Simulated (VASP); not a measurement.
# Zn in VASP: notebook, part 2 of 2

VASP 6.6.1.

**4. Relaxation of the atoms, PBE+TS-HI**

INCAR reads:

```
SYSTEM = Zn
ALGO = Fast
DIPOL = 0.5 0.5 0.500
EDIFF = 1E-6
EDIFFG = -0.02
ENCUT = 520
GGA = PE
IBRION = 2
IDIPOL = 3
ISIF = 2
ISMEAR = -1
IVDW = 21
LASPH = .TRUE.
LCHARG = .FALSE.
LDIPOL = .TRUE.
LREAL = .FALSE.
LWAVE = .FALSE.
NELM = 80
NSW = 60
PREC = Accurate
SIGMA = 0.05
```

KPOINTS reads:

```
k-points
0
G
  9 9 1
  0 0 0
```

POSCAR reads:

```
Zn
1.0
    2.6169740200      0.0000000000      0.0000000000
   -1.3084870100      2.2681701736      0.0000000000
    0.0000000000      0.0000000000     27.1587934876
Zn
6
Selective dynamics
Direct
    0.3393536486      0.6787072973      0.2761536518  F F F
    0.0115275509      0.0230551018      0.3651252919  F F F
    0.3508811995      0.7017623991      0.4550417640  F F F
    0.6902348482      0.3804696963      0.5449582360  T T T
    0.3624087504      0.7248175009      0.6339298761  T T T
    0.7017623991      0.4035247981      0.7238463482  T T T
```

Potentials or basis: VASP PAW PBE potentials, release 64 (Zn).

Started as:

```
$ cat potpaw_PBE.64/Zn/POTCAR > POTCAR
$ mpirun -np 1 vasp_std > vasp.out
```

OUTCAR:

```text
SYSTEM = Zn
   EDIFF = 1E-6
   EDIFFG = -0.02
   ENCUT = 520
   GGA = PE
   IBRION = 2
   ISIF = 2
   ISMEAR = -1
   IVDW = 21
   LASPH = .TRUE.
   LREAL = .FALSE.
   NELM = 80
   NSW = 60
   PREC = Accurate
  IVDW =  21

 ion  position               nearest neighbor table
   1  0.339  0.679  0.276-   2 2.84   2 2.86   2 2.86
   2  0.012  0.023  0.365-   1 2.84   1 2.86   1 2.86   3 2.86   3 2.86   3 2.89
   3  0.351  0.702  0.455-   4 2.86   4 2.86   2 2.86   2 2.86   4 2.89   2 2.89
   4  0.690  0.380  0.545-   5 2.84   5 2.86   5 2.86   3 2.86   3 2.86   3 2.89
   5  0.362  0.725  0.634-   4 2.84   4 2.86   4 2.86   6 2.86   6 2.86   6 2.89
   6  0.702  0.404  0.724-   5 2.86   5 2.86   5 2.89

  LATTYP: Found a base centered orthorhombic cell.
 ALAT       =     2.6169740200
 B/A-ratio  =     1.7334296453
 C/A-ratio  =    10.3779377556

  Lattice vectors:

 A1 = (   1.3084870100,  -2.2681701736,   0.0000000000)
 A2 = (   1.3084870100,   2.2681701736,   0.0000000000)
 A3 = (   0.0000000000,   0.0000000000,  27.1587934876)

Analysis of symmetry for initial positions (statically):
=====================================================================
 Subroutine PRICEL returns:
 Original cell was already a primitive cell.

 Routine SETGRP: Setting up the symmetry group for a
 base centered orthorhombic supercell.

 Subroutine GETGRP returns: Found  2 space group operations
 (whereof  2 operations were pure point group operations)
 out of a pool of  8 trial point group operations.

The static configuration has the point symmetry C_1h.

Analysis of symmetry for dynamics (positions and initial velocities):
=====================================================================
 Subroutine PRICEL returns:
 Original cell was already a primitive cell.

 Routine SETGRP: Setting up the symmetry group for a
 base centered orthorhombic supercell.

 Subroutine GETGRP returns: Found  2 space group operations
 (whereof  2 operations were pure point group operations)
 out of a pool of  8 trial point group operations.

The dynamic configuration has the point symmetry C_1h.

Analysis of constrained symmetry for selective dynamics:
[... 166 lines left out ...]
  free energy    TOTEN  =        -6.32476254 eV

  energy without entropy =       -6.30490826  energy(sigma->0) =       -6.31483540

------------------------ aborting loop because EDIFF is reached ----------------------------------------

  Hirshfeld charges:
            ion         q(e)
   ------------------------------
      1     Zn          0.000
      2     Zn          0.003
      3     Zn         -0.003
      4     Zn         -0.003
      5     Zn          0.003
      6     Zn          0.000
[... 127 lines left out ...]
  FREE ENERGIE OF THE ION-ELECTRON SYSTEM (eV)
  ---------------------------------------------------
  free  energy   TOTEN  =        -8.3637593044 eV

  energy  without entropy=       -8.3442245566  energy(sigma->0) =       -8.35399193

 vacuum level on the upper side and lower side of the slab       (xc-potential included)        -0.020         0.007

[... ionic steps 4 to 11 ...]

--------------------------------------- Ionic step       12  -------------------------------------------

 number of electron      72.0000003 magnetization

------------------------ aborting loop because EDIFF is reached ----------------------------------------
[... 35 lines left out ...]
  FREE ENERGIE OF THE ION-ELECTRON SYSTEM (eV)
  ---------------------------------------------------
  free  energy   TOTEN  =        -8.3868996732 eV

  energy  without entropy=       -8.3716073404  energy(sigma->0) =       -8.37925351

 dipolmoment           0.000000      0.000000      0.005244 electrons x Angstroem

--------------------------------------- Ionic step       13  -------------------------------------------

 number of electron      72.0000007 magnetization

------------------------ aborting loop because EDIFF is reached ----------------------------------------
[... 41 lines left out ...]
--------------------------------------- Ionic step       14  -------------------------------------------

 number of electron      72.0000016 magnetization

 dipolmoment           0.000000      0.000000     -0.002047 electrons x Angstroem

 Free energy of the ion-electron system (eV)
  ---------------------------------------------------
  ext. energy  EPLUGINS =         0.00000000
  ---------------------------------------------------
  free energy    TOTEN  =        -6.40373547 eV

  energy without entropy =       -6.38847501  energy(sigma->0) =       -6.39610524

 E-fermi :   0.1229     XC(G=0):  -7.0528

 val. band max:        0.0809326524   @ k =  -0.3333   0.1111   0.0000
 cond. band min:       0.2176832035   @ k =   0.1111   0.1111   0.0000
 fundamental gap:      0.1367505511
 Fermi energy:         0.1228502349

 k-point     1 :       0.0000    0.0000    0.0000
  band No.  band energies     occupation
      1     -10.5598      2.00000
      2     -10.1276      2.00000
      3      -9.4814      2.00000
      4      -9.0056      2.00000
      5      -8.8809      2.00000
      6      -8.7658      2.00000
[... 1093 lines left out ...]
     42       3.6031      0.00000
     43       4.1401      0.00000

 [... further k-points ...]

------------------------ aborting loop because EDIFF is reached ----------------------------------------

 vacuum level on the upper side and lower side of the slab       (xc-potential included)        -0.211        -0.161

  Tkatchenko/Scheffler method for vdW energy calculation

  Number of pair interactions contributing to vdW energy:   67537

  Edisp (eV):   -1.98369
[... 29 lines left out ...]
  FREE ENERGIE OF THE ION-ELECTRON SYSTEM (eV)
  ---------------------------------------------------
  free  energy   TOTEN  =        -8.3874214653 eV

  energy  without entropy=       -8.3721610017  energy(sigma->0) =       -8.37979123

 reached required accuracy - stopping structural energy minimisation

 vacuum level on the upper side and lower side of the slab         4.011         4.117
```

CONTCAR:

```text
Zn
   1.00000000000000
     2.6169740199999998    0.0000000000000000    0.0000000000000000
    -1.3084870099999999    2.2681701736000002    0.0000000000000000
     0.0000000000000000    0.0000000000000000   27.1587934876000006
  Zn
     6
Selective dynamics
Direct
     0.3393536486000031    0.6787072973000008    0.2761536518000014   F   F   F
     0.0115275508999986    0.0230551017999971    0.3651252919000001   F   F   F
     0.3508811995000016    0.7017623990999979    0.4550417640000006   F   F   F
     0.6900933957550287    0.3801867914100554    0.5501914486425774   T   T   T
     0.3583589149918102    0.7167178300836221    0.6435259105983567   T   T   T
     0.6922343367251925    0.3844686733503909    0.7369974446210833   T   T   T

  0.00000000E+00  0.00000000E+00  0.00000000E+00
  0.00000000E+00  0.00000000E+00  0.00000000E+00
  0.00000000E+00  0.00000000E+00  0.00000000E+00
  0.00000000E+00  0.00000000E+00  0.00000000E+00
  0.00000000E+00  0.00000000E+00  0.00000000E+00
  0.00000000E+00  0.00000000E+00  0.00000000E+00
```

It took 14 min on 1 thread of Intel Xeon 6975P-C (Granite Rapids), shared host; peak memory 0.35 GiB.

What came out:

| Property | Result |
| --- | --- |
| Free energy | -8.3874 eV |
| Energy gained by relaxing | 4.5 meV/atom |
| Ionic steps | 14 |
| Band gap on the k mesh | none (metal or under the smearing width) |
| Dispersion energy per atom | -0.331 eV |

Step by step:
```
step  energy change (eV)  largest force (eV/Å)  pressure (GPa)
   1              0.0000                0.2010           -0.97
   2             -0.0010                0.2010           -0.98
   3             -0.0035                0.2007           -1.04
   4             -0.0056                0.2004           -1.13
   5             -0.0073                0.2012           -1.13
   6             -0.0109                0.1996           -1.23
   7             -0.0137                0.1981           -1.38
   8             -0.0157                0.2002           -1.42
   9             -0.0206                0.2014           -1.51
  10             -0.0253                0.2036           -1.73
  11             -0.0255                0.2051           -1.78
  12             -0.0266                0.2068           -1.74
  13             -0.0269                0.2065           -1.74
  14             -0.0271                0.2069           -1.72
```

Final structure:
```cif
data_structure
_symmetry_space_group_name_H-M 'P 1'
_symmetry_Int_Tables_number 1
_cell_length_a 2.6170
_cell_length_b 2.6185
_cell_length_c 27.1588
_cell_angle_alpha 90.000
_cell_angle_beta 90.000
_cell_angle_gamma 119.980
_cell_volume 161.21
loop_
_atom_site_label
_atom_site_type_symbol
_atom_site_fract_x
_atom_site_fract_y
_atom_site_fract_z
_atom_site_occupancy
Zn1 Zn 0.33935 0.67871 0.27615 1
Zn2 Zn 0.01153 0.02306 0.36513 1
Zn3 Zn 0.35088 0.70176 0.45504 1
Zn4 Zn 0.69009 0.38019 0.55019 1
Zn5 Zn 0.35836 0.71672 0.64353 1
Zn6 Zn 0.69223 0.38447 0.73700 1
```

**5. Summary**

```csv
level,gap on the mesh (eV)
PBE+D4,none
PBE+TS,none
PBE+TS-HI,none
```

Alike in all rows: task relaxation of the atoms; potentials or basis VASP PAW PBE potentials, release 64 (Zn); no spin polarisation; cell atoms relaxed; k mesh 9 × 9 × 1; cutoff (eV) 520; smearing fermi-dirac 0.05 eV.

Caveats: atom-pairwise D2, TS and ULG terms overbind metals (some runs).

Absolute energies hang on the potentials; compare differences alone.
